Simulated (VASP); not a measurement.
# Bi: kinetic-energy density

Bi, R-3m (no. 166), 2 atoms in the cell. PBE; PAW potentials Bi_d (PBE set).

## Input

INCAR:
```
ALGO = Normal
EDIFF = 1E-7
ENCUT = 520
ISIF = 2
ISMEAR = 1
LASPH = T
LCHARG = T
LREAL = F
LTAU = T
LWAVE = F
NELM = 100
PREC = Accurate
SIGMA = 0.1
```

KPOINTS:
```
k-points
0
Gamma
  6 6 6
```

POSCAR:
```
Bi
1.0
    2.2675000000      1.3091417354      3.9380000000
   -2.2675000000      1.3091417354      3.9380000000
    0.0000000000     -2.6182834708      3.9380000000
Bi
2
Direct
    0.7660000000      0.7660000000      0.7660000000
    0.2340000000      0.2340000000      0.2340000000
```

Commands:
```
cat potpaw_PBE.64/Bi_d/POTCAR > POTCAR
mpirun -np 1 vasp_std > vasp.out
```

## Result

- Kinetic energy of the pseudo orbitals (eV): 426.33

VASP 6.6.1 took 20 s on 1 core (Intel Xeon Platinum 8488C (Sapphire Rapids)), a shared host.
